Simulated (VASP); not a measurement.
# MgO (P6_3/mmc) in VASP: Born charges and dielectric tensor with LDA

Aim: the Born charges and dielectric tensor of MgO with LDA.

All numbers are computed with VASP 6.6.1; they aren't measurements. Logs are shortened: lines on timing, memory, paths and dates and some standing lists are left out, and cuts for length are marked.

## (1) The structure

The structure is hexagonal, space group P6_3/mmc (No. 194). Conventional cell: a = 3.434 Å, b = 3.434 Å, c = 4.124 Å, α = 90.00°, β = 90.00°, γ = 120.00°. Around Mg (site symmetry -6m2) lie 5 O at 1.98 to 2.06 Å. O (site symmetry -6m2) is surrounded by 5 Mg at 1.98 to 2.06 Å.

Measurements of this composition are mostly on another form, of space group No. 225.

## (2) Born charges and dielectric tensor, LDA

Contents of INCAR:

```
SYSTEM = MgO
ALGO = Normal
EDIFF = 1E-8
ENCUT = 600
IBRION = 8
ISIF = 2
ISMEAR = 0
LASPH = .True.
LCHARG = .False.
LEPSILON = .True.
LREAL = .False.
LWAVE = .False.
NELM = 80
NSW = 1
PREC = Accurate
SIGMA = 0.02
```

Contents of KPOINTS:

```
k-points
0
Gamma
  9 9 6
  0 0 0
```

Contents of POSCAR:

```
MgO
1.0
    3.4343300000      0.0000000000      0.0000000000
   -1.7171700000      2.9742200000      0.0000000000
    0.0000000000      0.0000000000      4.1244100000
Mg O
2 2
Direct
    0.3333300000      0.6666700000      0.9522600000
    0.6666700000      0.3333300000      0.4522600000
    0.3333300000      0.6666700000      0.4523400000
    0.6666700000      0.3333300000      0.9523400000
```

Potentials or basis: VASP PAW LDA potentials, release 64 (Mg, O).

Launch:

```bash
> cat potpaw_LDA.64/Mg/POTCAR potpaw_LDA.64/O/POTCAR > POTCAR
> mpirun -np 1 vasp_std > vasp.out
```

OUTCAR:

```text
SYSTEM = MgO
   EDIFF = 1E-8
   ENCUT = 600
   IBRION = 8
   ISIF = 2
   ISMEAR = 0
   LASPH = .True.
   LEPSILON = .True.
   LREAL = .False.
   NELM = 80
   NSW = 1
   PREC = Accurate

 ion  position               nearest neighbor table
   1  0.333  0.667  0.952-   4 1.98   4 1.98   4 1.98   3 2.06   3 2.06   2 2.86   2 2.86   2 2.86
                             2 2.86   2 2.86   2 2.86
   2  0.667  0.333  0.452-   3 1.98   3 1.98   3 1.98   4 2.06   4 2.06   1 2.86   1 2.86   1 2.86
                             1 2.86   1 2.86   1 2.86
   3  0.333  0.667  0.452-   2 1.98   2 1.98   2 1.98   1 2.06   1 2.06
   4  0.667  0.333  0.952-   1 1.98   1 1.98   1 1.98   2 2.06   2 2.06

  LATTYP: Found a hexagonal cell.
 ALAT       =     3.4343300000
 C/A-ratio  =     1.2009358448

  Lattice vectors:

 A1 = (   3.4343300000,   0.0000000000,   0.0000000000)
 A2 = (  -1.7171700000,   2.9742200000,   0.0000000000)
 A3 = (   0.0000000000,   0.0000000000,   4.1244100000)

Analysis of symmetry for initial positions (statically):
=====================================================================
 Subroutine PRICEL returns:
 Original cell was already a primitive cell.

 Routine SETGRP: Setting up the symmetry group for a
 hexagonal supercell.

 Subroutine GETGRP returns: Found  4 space group operations
 (whereof  2 operations were pure point group operations)
 out of a pool of 24 trial point group operations.

The static configuration has the point symmetry C_1h.
 The point group associated with its full space group is C_2v.

Analysis of symmetry for dynamics (positions and initial velocities):
=====================================================================
 Subroutine PRICEL returns:
 Original cell was already a primitive cell.

 Routine SETGRP: Setting up the symmetry group for a
 hexagonal supercell.
[... 639 lines left out ...]
 ion    1
    1     1.75696     0.00000     0.00000
    2     0.00000     1.75697    -0.00000
    3    -0.00000     0.00000     1.97921
 ion    2
    1     1.75696     0.00000    -0.00000
    2     0.00000     1.75697     0.00000
    3     0.00000    -0.00000     1.97921
 ion    3
    1    -1.75696    -0.00000    -0.00001
    2    -0.00000    -1.75697     0.00000
    3    -0.00000     0.00000    -1.97921
 ion    4
    1    -1.75696    -0.00000     0.00001
    2    -0.00000    -1.75697    -0.00000
    3     0.00000    -0.00000    -1.97921

 INTERNAL STRAIN TENSOR FOR ION    4 for displacements in x,y,z  (eV/Angst):
          X           Y           Z          XY          YZ          ZX
  --------------------------------------------------------------------------------
  x     0.00081     0.00253     0.00006     9.98187     0.00019    -0.00521
  y    10.13621   -10.13818    -0.00003    -0.27147    -0.00501     0.00019
  z    -0.00302    -0.00574     0.04439    -0.00236    -0.00061     0.00106

 SECOND DERIVATIVES (NOT SYMMETRIZED)
 ------------------------------------
               1X          1Y          1Z          2X          2Y          2Z          3X          3Y          3Z          4X          4Y          4Z
  1X   -11.546025   -0.001357    0.000009    1.530758    0.000025   -0.000010    1.696858   -0.000076   -0.000208    8.318409    0.001409    0.000209
  1Y    -0.001357  -11.547638   -0.000005    0.000025    1.530792    0.000006   -0.000076    1.696777    0.000120    0.001409    8.320069   -0.000121
  1Z     0.000007   -0.000004  -11.364125    0.000006   -0.000004    5.408990   -0.000005    0.000003    3.804279   -0.000008    0.000005    2.150857
  2X     1.530758    0.000025    0.000010  -11.546025   -0.001357   -0.000009    8.318409    0.001409   -0.000209    1.696858   -0.000076    0.000208
  2Y     0.000025    1.530792   -0.000006   -0.001357  -11.547638    0.000005    0.001409    8.320069    0.000121   -0.000076    1.696777   -0.000120
  2Z    -0.000006    0.000004    5.408990   -0.000007    0.000004  -11.364125    0.000008   -0.000005    2.150857    0.000005   -0.000003    3.804279
  3X     1.700009    0.000473   -0.000002    8.322888    0.001609    0.000017  -11.955709   -0.003586    0.000191    1.932812    0.001504   -0.000207
  3Y     0.000473    1.700562    0.000001    0.001609    8.324779   -0.000010   -0.003586  -11.959898   -0.000110    0.001504    1.934556    0.000119
  3Z    -0.000086    0.000050    3.801783   -0.000086    0.000050    2.164859    0.000078   -0.000045  -12.274377    0.000094   -0.000054    6.307735
  4X     8.322888    0.001609   -0.000017    1.700009    0.000473    0.000002    1.932812    0.001504    0.000207  -11.955709   -0.003586   -0.000191
  4Y     0.001609    8.324779    0.000010    0.000473    1.700562   -0.000001    0.001504    1.934556   -0.000119   -0.003586  -11.959898    0.000110
  4Z     0.000086   -0.000050    2.164859    0.000086   -0.000050    3.801783   -0.000094    0.000054    6.307735   -0.000078    0.000045  -12.274377

 Eigenvectors and eigenvalues of the dynamical matrix
 ----------------------------------------------------

   1 f  =   16.951248 THz   106.507834 2PiTHz  565.432778 cm-1    70.104698 meV
             X         Y         Z           dx          dy          dz
     -0.000021  1.982823  3.927511    -0.000075    0.000043    0.119726
      1.717181  0.991397  1.865306    -0.000075    0.000043   -0.119726
     -0.000021  1.982823  1.865636     0.000092   -0.000053   -0.696897
      1.717181  0.991397  3.927841     0.000092   -0.000053    0.696897
[... 71 lines left out ...]
  12 f/i=    0.005802 THz     0.036458 2PiTHz    0.193547 cm-1     0.023997 meV
             X         Y         Z           dx          dy          dz
     -0.000021  1.982823  3.927511    -0.000000    0.000000   -0.549313
      1.717181  0.991397  1.865306     0.000000   -0.000000   -0.549313
     -0.000021  1.982823  1.865636     0.000000   -0.000000   -0.445259
      1.717181  0.991397  3.927841    -0.000000    0.000000   -0.445259

--------------------------------------------------------------------------------------------------------

 MACROSCOPIC STATIC DIELECTRIC TENSOR IONIC CONTRIBUTION
 ------------------------------------------------------
           2.646762    -0.000448    -0.000000
          -0.000448     2.646255    -0.000000
          -0.000000    -0.000000     5.645334
 ------------------------------------------------------

 ELASTIC MODULI CONTR FROM IONIC RELAXATION (kBar)
 Direction    XX          YY          ZZ          XY          YZ          ZX
 --------------------------------------------------------------------------------
 XX        -690.2958    690.4352      0.0060     17.9659     -0.0000     -0.0000
 YY         690.4352   -690.5753     -0.0025    -18.2033      0.0000      0.0000
 ZZ           0.0060     -0.0025     -0.0185     -0.0073     -0.0000     -0.0000
 XY          17.9659    -18.2033     -0.0073   -670.8854      0.0000     -0.0000
 YZ          -0.0000      0.0000     -0.0000      0.0000     -0.0001      0.0000
 ZX          -0.0000      0.0000     -0.0000      0.0000      0.0000     -0.0002
 --------------------------------------------------------------------------------

 PIEZOELECTRIC TENSOR IONIC CONTR  for field in x, y, z        (C/m^2)
          XX          YY          ZZ          XY          YZ          ZX
  --------------------------------------------------------------------------------
  x     0.00000    -0.00000     0.00000    -0.00000    -0.00002     0.00059
  y     0.00000    -0.00000     0.00000    -0.00000     0.00057    -0.00002
  z     0.00264    -0.00081    -0.00961    -0.00299    -0.00000    -0.00000
```

stdout:

```text
POSCAR found type information on POSCAR MgO
 POSCAR found :  2 types and       4 ions
 scaLAPACK will be used
 LDA part: xc-table for (Slater(with rela. corr.)+CA(PZ))
 , standard interpolation
 POSCAR, INCAR and KPOINTS ok, starting setup
 FFT: planning ... GRIDC
 FFT: planning ... GRID_SOFT
 FFT: planning ... GRID
[... 33 lines left out ...]
 first order change of Fermi-energy   0.55341E-02
 force on displaced ion       1 direction 3 :   0.000  -0.000 -11.364
 Born effective charge ion    1 direction 3 :  -0.000   0.000   1.979
 Linear response progress:
 first order change of Fermi-energy  -0.33323E-02
 force on displaced ion       3 direction 1 : -11.956  -0.004   0.000
 Born effective charge ion    3 direction 1 :  -1.757   0.000  -0.000
 Linear response progress:
 first order change of Fermi-energy  -0.54701E-02
 force on displaced ion       3 direction 3 :   0.000  -0.000 -12.274
 Born effective charge ion    3 direction 3 :  -0.000   0.000  -1.979
 Born effective charges drift removed
 Linear response finished
```

Run time: 9.9 min. Hardware: 1 thread of Intel Xeon Platinum 8488C (Sapphire Rapids), shared host; peak memory 0.56 GiB.

Results:

```
Band gap on the k mesh                                  : 3.55 eV, direct
Electronic dielectric tensor (diagonal)                 : 2.94
Born charges (mean of the diagonal)                     : Mg +1.83; O -1.83 e
Highest phonon frequency at Γ, LO-TO splitting left out : 565 cm⁻¹
```

Levels at points of the mesh, in eV from the valence-band top:
| k point | band 6 | band 7 | band 8 | band 9 | band 10 | band 11 |
| --- | --- | --- | --- | --- | --- | --- |
| (0.00, 0.00, 0.00) | -0.88 | -0.88 | 0.00 | 3.55 | 9.58 | 12.39 |
| (0.00, 0.00, 0.50) | -1.38 | -1.38 | -1.38 | 6.57 | 6.57 | 12.92 |

Phonon frequencies in cm⁻¹ (negative: imaginary):
```
              q point                                frequencies
(0.000, 0.000, 0.000)  0 0 0 299 299 410 429 531 531 541 541 565
```

Electronic dielectric tensor:
```
2.94 0.00 0.00
0.00 2.94 0.00
0.00 0.00 2.94
```

Born effective charge tensors (e):
atom 1, Mg
```
1.76 0.00 0.00
0.00 1.76 0.00
0.00 0.00 1.98
```
atom 2, Mg
```
1.76 0.00 0.00
0.00 1.76 0.00
0.00 0.00 1.98
```
atom 3, O
```
-1.76  0.00  0.00
 0.00 -1.76  0.00
 0.00  0.00 -1.98
```
atom 4, O
```
-1.76  0.00  0.00
 0.00 -1.76  0.00
 0.00  0.00 -1.98
```

A hybrid or GW would open this gap; LDA tends to underestimate it.
